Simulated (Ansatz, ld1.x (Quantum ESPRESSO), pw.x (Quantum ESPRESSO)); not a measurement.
**Which Tc potential is closest to all-electron in the bcc crystal?**

All use PBE, scalar-relativistic, no spin, cutoffs from each file’s atomic test, pw.x 7.5; 15³ k-points, Fermi–Dirac smearing 0.01 Ry. Δ is the rms difference from all-electron LAPW of the E(V) curves that follow from fits to the pressures, over ±6 % in volume. Mesh and smearing are coarse and serve the comparison alone. The files are a selection: those with a ghost or negative overlap were mostly not run, and those with noisy or unconverged pressures or nearly equal Δ are left out.

All-electron: a0 = 3.083 Å (V0 = 14.65 Å³/atom), B0 = 289.0 GPa.

Q: Rank them by Δ, smallest first.
A. norm-conserving Troullier–Martins (Kleinman–Bylander form), ld1.x (Quantum ESPRESSO) 7.5, PBE; core [Kr], reference 4d5 5s2 5p0; waves: 5s (bound): rc 2.10 bohr; 5p (bound, empty): rc 3.20 bohr; 4d (bound): rc 2.15 bohr; 4f channel at 0.15 Ry: rc 3.15 bohr; local part: all-electron potential smoothed inside 2.45 bohr (lloc = -1); core correction: a·sin(br)/r model core, default radius (core density twice the valence density).
B. PAW, ld1.x (Quantum ESPRESSO) 7.5, PBE; core [Ar] 3d10, reference 4s2 4p6 4d5 5s1.5 5p0; waves: 4s (bound): rcut 1.35, rcutus 1.60 bohr; 5s (bound): rcut 1.35, rcutus 1.60 bohr; 4p (bound): rcut 1.85, rcutus 2.35 bohr; 5p (bound, empty): rcut 1.85, rcutus 2.35 bohr; 4d (bound): rcut 1.30, rcutus 1.65 bohr; 4d channel at 0.9 Ry: rcut 1.30, rcutus 1.65 bohr; local part: all-electron potential smoothed inside 1.45 bohr (lloc = -2); core correction: Bessel-smoothed model core, default radius (core density twice the valence density); augmentation: PSQ, inside the norm-conserving radii.
C. norm-conserving Troullier–Martins (Kleinman–Bylander form), ld1.x (Quantum ESPRESSO) 7.5, PBE; core [Kr], reference 4d5 5s1.75 5p0.25; waves: 5s (bound): rc 2.50 bohr; 5p (bound): rc 3.80 bohr; 4d (bound): rc 2.35 bohr; local part: all-electron potential smoothed inside 2.75 bohr (lloc = -2); core correction: Bessel-smoothed model core, default radius (core density twice the valence density).

A: B (0.9 meV/atom), A (26.6 meV/atom), C (35.7 meV/atom).
